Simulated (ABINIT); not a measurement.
# CuO (Tenorite) (C2/c) in ABINIT: notebook

One crystal, CuO (Tenorite), is run at these levels: LDA, PBE; tasks: optical spectrum.

Everything below comes from runs of ABINIT 10.8.3 (patched build). Logs are shortened: lines on timing, memory, paths and dates and some standing lists are left out, and cuts for length are marked. The log counts tension as positive stress, the text compression.

## (1) The structure

The structure is monoclinic, space group C2/c (No. 15). The conventional cell has a = 4.684 Å, b = 3.423 Å, c = 5.129 Å, α = 90.00°, β = 99.54°, γ = 90.00°. Cu (site symmetry -1) is surrounded by 4 O at 1.95 to 1.96 Å. O (site symmetry 2) has 4 Cu at 1.95 to 1.96 Å as nearest neighbours.

## (2) Optical spectrum, LDA

run.abi reads:

```
# Datasets
ndtset 3

# Pseudopotentials
pp_dirpath "./"
pseudos "Cu.upf, O.upf"

# Structure
acell 3*1.0
rprim
     4.4254551250    -3.2338883171     0.0000000000
     4.4254551250     3.2338883171     0.0000000000
    -1.6063190351     0.0000000000     9.5579879301
ntypat 2
znucl 29 8
natom 4
typat 1 1 2 2
chkprim 0
chksymtnons 0
tolsym 1.0e-6
xred
            1/2            0.0            1/2
            0.0            1/2            0.0
   0.4184000000   0.5816000000            3/4
   0.5816000000   0.4184000000            1/4

# Plane-wave basis
ecut 46.0

# k points
ngkpt 12 12 6
nshiftk 1
shiftk 0.0 0.0 0.0
istwfk *1

# Exchange and correlation
ixc 7

# Bands and occupations
occopt 3
tsmear 0.05 eV

# SCF cycle
nstep 80

# Output
iomode 3
prteig 0
prtebands 0

# Dataset 1: ground state
nband1 30
tolvrs1 1.0e-12
prtden1 1
prtwf1 0
kptopt1 1

# Dataset 2: empty bands at fixed density
iscf2 -3
getden2 1
nband2 35
nbdbuf2 4
tolwfr2 1.0e-12
nstep2 120
prtden2 0
kptopt2 1

# Dataset 3: wave functions and velocity matrix elements in the full zone
optdriver3 8
wfk_task3 "wfk_optics_fullbz"
getwfk3 2
nband3 31
kptopt3 1
prtevk3 1
inclvkb3 2
```

optic.abi reads:

```
&FILES
 ddkfile_1 = 'runo_DS3_1_EVK.nc',
 ddkfile_2 = 'runo_DS3_2_EVK.nc',
 ddkfile_3 = 'runo_DS3_3_EVK.nc',
 wfkfile = 'runo_DS3_WFK.nc'
/
&PARAMETERS
 broadening = 0.003675,
 domega = 0.002,
 maxomega = 0.8,
 scissor = 0.000000,
 tolerance = 0.002
/
&COMPUTATIONS
 num_lin_comp = 3,
 lin_comp = 11,22,33,
 num_nonlin_comp = 0
/
```

Potentials or basis: PseudoDojo NC SR LDA v0.4.1 standard.

Command:

```console
mpirun --bind-to none -np 4 abinit run.abi > log 2>&1
optic optic.abi > optic.log 2>&1
```

run.abo:

```text
.Version 10.8.3 of ABINIT
 DATASET    1 : space group C2/c (# 15); Bravais mC (1-face-center monocl.)
================================================================================
 Values of the parameters that define the memory need for DATASET  1.
     intxc =       0    ionmov =       0      iscf =       7    lmnmax =       6
     lnmax =       6     mgfft =      60  mpssoang =       3    mqgrid =    3001
     natom =       4  nloc_mem =       1    nspden =       1   nspinor =       1
    nsppol =       1      nsym =       4    n1xccc =    2501    ntypat =       2
    occopt =       3   xclevel =       1
       mpw =        4107          nfft =       77760          nkpt =         242
================================================================================
================================================================================
[... 13 lines left out ...]
 DATASET    3 : space group C2/c (# 15); Bravais mC (1-face-center monocl.)
================================================================================
 Values of the parameters that define the memory need for DATASET  3.
     intxc =       0    ionmov =       0      iscf =       7    lmnmax =       6
     lnmax =       6     mgfft =      60  mpssoang =       3    mqgrid =    3001
     natom =       4  nloc_mem =       1    nspden =       1   nspinor =       1
    nsppol =       1      nsym =       4    n1xccc =    2501    ntypat =       2
    occopt =       3   xclevel =       1
       mpw =        4107          nfft =       77760          nkpt =         242
================================================================================
================================================================================

--------------------------------------------------------------------------------
------------- Echo of variables that govern the present computation ------------
--------------------------------------------------------------------------------
 -outvars: echo values of preprocessed input variables --------
            acell      1.0000000000E+00  1.0000000000E+00  1.0000000000E+00 Bohr
              amu      6.35460000E+01  1.59994000E+01
          chkprim           0
      chksymtnons           0
             ecut      4.60000000E+01 Hartree
           getden1          0
           getden2          1
           getden3          0
           getwfk1          0
           getwfk2          0
           getwfk3          2
             iscf1          7
             iscf2         -3
             iscf3          7
                       outvar_i_n : Printing only first  50 k-points.
              ixc           7
           jdtset        1    2    3
                       outvar_i_n : Printing only first  50 k-points.
         kptrlatt       12    0    0      0   12    0      0    0    6
          kptrlen      5.81521641E+01
            natom           4
            nband1         30
            nband2         35
            nband3         31
           nbdbuf1          0
           nbdbuf2          4
           nbdbuf3          0
           ndtset           3
            ngfft          36      36      60
             nkpt         242
            nstep1         80
            nstep2        120
            nstep3         80
             nsym           4
           ntypat           2
                       prtocc : prtvol=0, do not print more k-points.
                       prtocc : prtvol=0, do not print more k-points.
                       prtocc : prtvol=0, do not print more k-points.
           occopt           3
        optdriver1          0
        optdriver2          0
        optdriver3          8
           prtden1          1
           prtden2          0
           prtden3          1
        prtebands           0
           prteig           0
           prtevk1          0
           prtevk2          0
           prtevk3          1
            prtwf1          0
            prtwf2          1
            prtwf3          1
            rprim      4.4254551250E+00 -3.2338883171E+00  0.0000000000E+00
                       4.4254551250E+00  3.2338883171E+00  0.0000000000E+00
                      -1.6063190351E+00  0.0000000000E+00  9.5579879301E+00
          spgroup          15
           tolsym      1.00000000E-06
           tolvrs1     1.00000000E-12
           tolvrs2     0.00000000E+00
           tolvrs3     0.00000000E+00
           tolwfr1     0.00000000E+00
           tolwfr2     1.00000000E-12
           tolwfr3     0.00000000E+00
           tsmear      1.83746611E-03 Hartree
            typat      1  1  2  2
         wfk_task1          0
         wfk_task2          0
         wfk_task3          7
                       outvars : Printing only first  50 k-points.
           xangst      7.4591128610E-01 -8.5564999943E-01  2.5289346956E+00
                       1.1709249992E+00  8.5564999943E-01  0.0000000000E+00
                       1.7043294288E+00  2.7928415981E-01  3.7934020434E+00
[... 247 lines left out ...]
  1.50E-13  1.83E-13  2.44E-13  3.51E-13  8.28E-13  5.43E-13  6.45E-13  7.07E-13
  7.54E-13  2.65E-13  4.01E-13  4.82E-13  8.61E-13  7.10E-13  7.04E-13  6.91E-13
  4.31E-09  1.67E-09  1.92E-05
 -3.8637E+00 -3.8637E+00 -2.3209E+00 -2.3208E+00 -2.3194E+00 -2.3190E+00
 -2.3042E+00 -2.3042E+00 -4.8144E-01 -4.2976E-01 -6.2893E-02  3.4064E-02
  4.9536E-02  1.2044E-01  1.2589E-01  1.2648E-01  1.3013E-01  1.3423E-01
  1.4152E-01  1.4779E-01  1.5613E-01  1.6282E-01  1.6517E-01  1.8348E-01
  2.4982E-01  2.7606E-01  3.0386E-01  4.5889E-01  5.3551E-01  7.2436E-01
  8.1309E-01  8.3677E-01  8.5199E-01  8.5806E-01  8.9714E-01
 prteigrs : prtvol=0 or 1, do not print more k-points.

--- !ResultsGS
iteration_state: {dtset: 2, }
comment   : Summary of ground state results
lattice_vectors:
- [  4.4254551,  -3.2338883,   0.0000000, ]
- [  4.4254551,   3.2338883,   0.0000000, ]
- [ -1.6063190,   0.0000000,   9.5579879, ]
lattice_lengths: [   5.48112,    5.48112,    9.69203, ]
lattice_angles: [ 97.690,  97.690,  72.315, ] # degrees, (23, 13, 12)
lattice_volume:   2.7357691E+02
convergence: {deltae:  0.000E+00, res2:  0.000E+00, residm:  9.997E-13, diffor:  0.000E+00, }
etotal    :  -4.11861288E+02
entropy   :   0.00000000E+00
fermie    :   2.41978020E-01
cartesian_stress_tensor: null
pressure_GPa: null
xred      :
- [  5.0000E-01,  -1.0729E-17,   5.0000E-01, Cu]
- [ -7.0879E-18,   5.0000E-01,   0.0000E+00, Cu]
- [  4.1840E-01,   5.8160E-01,   7.5000E-01,  O]
- [  5.8160E-01,   4.1840E-01,   2.5000E-01,  O]
cartesian_forces: null
force_length_stats: {min: null, max: null, mean: null, }
...

 Integrated electronic density in atomic spheres:
 ------------------------------------------------
 Atom  Sphere_radius  Integrated_density
    1        2.00000         17.30537824
    2        2.00000         17.30537824
    3        2.00000          6.17097005
    4        2.00000          6.17097005
================================================================================

 ----iterations are completed or convergence reached----

 Mean square residual over all n,k,spin=   45.281E-14; max=  99.973E-14
 reduced coordinates (array xred) for    4 atoms
       0.500000000000     -0.000000000000      0.500000000000
      -0.000000000000      0.500000000000      0.000000000000
       0.418400000000      0.581600000000      0.750000000000
       0.581600000000      0.418400000000      0.250000000000

 cartesian coordinates (angstrom) at end:
    1      0.74591128609860    -0.85564999942690     2.52893469563177
    2      1.17092499921757     0.85564999942690     0.00000000000000
    3      1.70432942875669     0.27928415981294     3.79340204344765
    4      2.12934314187566    -0.27928415981294     1.26446734781588
 length scales=  1.000000000000  1.000000000000  1.000000000000 bohr
              =  0.529177210544  0.529177210544  0.529177210544 angstroms
 Eigenvalues (hartree) for nkpt= 242  k points:
 kpt#   1, nband= 35, wtk=  0.00116, kpt=  0.0000  0.0000  0.0000 (reduced coord)
  -3.86369   -3.86366   -2.32086   -2.32085   -2.31935   -2.31903   -2.30418   -2.30417
  -0.48144   -0.42976   -0.06289    0.03406    0.04954    0.12044    0.12589    0.12648
   0.13013    0.13423    0.14152    0.14779    0.15613    0.16282    0.16517    0.18348
   0.24982    0.27606    0.30386    0.45889    0.53551    0.72436    0.81309    0.83677
   0.85199    0.85806    0.89714
      occupation numbers for kpt#   1
   2.00000    2.00000    2.00000    2.00000    2.00000    2.00000    2.00000    2.00000
   2.00000    2.00000    2.00000    2.00000    2.00000    2.00000    2.00000    2.00000
   2.00000    2.00000    2.00000    2.00000    2.00000    2.00000    2.00000    2.00000
   0.02763    0.00000    0.00000    0.00000    0.00000    0.00000    0.00000    0.00000
   0.00000    0.00000    0.00000
 prteigrs : prtvol=0 or 1, do not print more k-points.

--- !EnergyTerms
iteration_state     : {dtset: 2, }
comment             : Components of total free energy in Hartree
kinetic             :  1.95799989630379E+02
hartree             :  1.34933686272966E+02
xc                  : -5.41870717656726E+01
Ewald energy        : -2.48584466499543E+02
psp_core            :  1.02471018794341E+01
local_psp           : -3.77554485733639E+02
non_local_psp       : -7.25153313250281E+01
internal            : -4.11860577541104E+02
'-kT*entropy'       : -7.11388822097791E-04
total_energy        : -4.11861288929926E+02
...

--- !EnergyTermsDC
iteration_state     : {dtset: 2, }
comment             : '"Double-counting" decomposition of free energy'
band_energy         : -4.14452836880447E+01
Ewald energy        : -2.48584466499543E+02
psp_core            :  1.02471018794341E+01
xc_dc               : -1.32077928081480E+02
internal            : -4.11860576389634E+02
'-kT*entropy'       : -7.11388822097791E-04
total_energy_dc     : -4.11861287778456E+02
...

================================================================================
== DATASET  3 ==================================================================

--- !DatasetInfo
iteration_state: {dtset: 3, }
dimensions: {natom: 4, nkpt: 242, mband: 31, nsppol: 1, nspinor: 1, nspden: 1, mpw: 4107, }
cutoff_energies: {ecut:  46.0, pawecutdg:  -1.0, }
electrons: {nelect:   5.00000000E+01, charge:   0.00000000E+00, occopt:   3.00000000E+00, tsmear:   1.83746611E-03, }
meta: {optdriver: 8, wfk_task: 7, }
...

 mkfilename : getwfk/=0, take file _WFK from output of DATASET   2.

 Exchange-correlation functional for the present dataset will be:
  LDA: Perdew-Wang 92 LSD fit to Ceperley-Alder data - ixc=7
  J.P.Perdew and Y.Wang, PRB 45, 13244 (1992)

--------------------------------------------------------------------------------

 Computation of velocity matrix elements (DDK)

 Parameters extracted from the Abinit header:
    ecut:     46.0
    nkpt:    864
    mband:   35
    nsppol:  1
    nspinor: 1
    useylm:  0
    inclvkb: 2
    bmin: 1, bmax: 35
    Computing diagonal and off-diagonal matrix elements
    Between band index bmin: 1, bmax: 35

== END DATASET(S) ==============================================================
================================================================================

 -outvars: echo values of variables after computation  --------
            acell      1.0000000000E+00  1.0000000000E+00  1.0000000000E+00 Bohr
           etotal1    -4.1186128778E+02
           etotal2    -4.1186128778E+02
           etotal3     0.0000000000E+00
            fcart1    -0.0000000000E+00 -0.0000000000E+00 -0.0000000000E+00
                      -0.0000000000E+00 -0.0000000000E+00 -0.0000000000E+00
                       7.0481238667E-20 -9.4083004484E-03 -5.1022070434E-20
                      -7.0481238667E-20  9.4083004484E-03  5.1022070434E-20
            fcart3     0.0000000000E+00  0.0000000000E+00  0.0000000000E+00
                       0.0000000000E+00  0.0000000000E+00  0.0000000000E+00
                       0.0000000000E+00  0.0000000000E+00  0.0000000000E+00
                       0.0000000000E+00  0.0000000000E+00  0.0000000000E+00
            rprim      4.4254551250E+00 -3.2338883171E+00  0.0000000000E+00
                       4.4254551250E+00  3.2338883171E+00  0.0000000000E+00
                      -1.6063190351E+00  0.0000000000E+00  9.5579879301E+00
           strten1     3.6872716457E-04  1.9176784930E-04  4.2766458626E-04
                       0.0000000000E+00 -1.2996747364E-05  0.0000000000E+00
           strten3     0.0000000000E+00  0.0000000000E+00  0.0000000000E+00
                       0.0000000000E+00  0.0000000000E+00  0.0000000000E+00
           xangst      7.4591128610E-01 -8.5564999943E-01  2.5289346956E+00
                       1.1709249992E+00  8.5564999943E-01  0.0000000000E+00
                       1.7043294288E+00  2.7928415981E-01  3.7934020434E+00
                       2.1293431419E+00 -2.7928415981E-01  1.2644673478E+00
             xred      5.0000000000E-01 -1.0728731168E-17  5.0000000000E-01
                      -7.0879119052E-18  5.0000000000E-01  0.0000000000E+00
                       4.1840000000E-01  5.8160000000E-01  7.5000000000E-01
                       5.8160000000E-01  4.1840000000E-01  2.5000000000E-01
 Calculation completed.
```

Run time: 9.4 min. Hardware: 4 MPI ranks of Arm Neoverse V1, shared host; peak memory 3 GiB.

Results:

| Quantity | Value |
| --- | --- |
| Free energy | -11207.3166 eV |
| Pressure | -9.7 GPa |
| Largest force | 0.484 eV/Å |
| Band gap on the k mesh | none (metal or under the smearing width) |

Forces in eV/Å, atoms in the order of the input:
```
Cu   0.000  0.000  0.000
Cu   0.000  0.000  0.000
O    0.000 -0.484  0.000
O    0.000  0.484  0.000
```

Dielectric function (mean over the directions given):
```csv
energy (eV),real part,imaginary part
0.33,19.71,40.82
0.76,1.52,14.16
1.31,6.02,5.84
1.74,5.57,9.71
2.29,0.45,7.04
2.83,0.55,4.37
3.27,0.94,2.27
3.81,3.37,1.34
4.25,4.58,3.29
4.79,3.98,4.50
5.33,3.20,4.30
5.77,2.83,4.43
6.31,1.78,5.38
6.75,0.09,4.25
7.29,0.39,3.13
7.84,0.39,2.64
8.27,0.50,2.16
8.82,0.93,1.62
9.36,1.51,1.76
9.80,1.81,2.10
10.34,1.88,2.56
10.78,1.32,3.03
11.32,0.94,2.91
11.86,0.40,2.68
12.30,0.27,2.17
12.84,0.47,2.22
13.28,0.48,1.96
13.82,0.57,2.09
14.37,0.38,2.09
14.80,0.21,2.06
15.35,0.08,1.99
15.89,-0.02,1.76
16.33,-0.07,1.65
16.87,-0.03,1.58
17.31,-0.10,1.41
17.85,-0.07,1.35
18.39,-0.12,1.41
18.83,-0.27,1.32
19.38,-0.35,1.22
19.92,-0.43,0.91
```

Caveat: the intraband (Drude) term is left out; spectra need much finer meshes, so this one isn't converged; independent-particle spectra lack excitons; the run has no spin polarisation, though such a crystal can be magnetic; semilocal functionals often make such compounds metallic where correlation or magnetic order opens a gap, which also shifts bond lengths. With open d or f shells a metallic result of LDA can be an artefact of self-interaction; +U or a hybrid may open a gap.

(Part 1 of 2 ends here.)
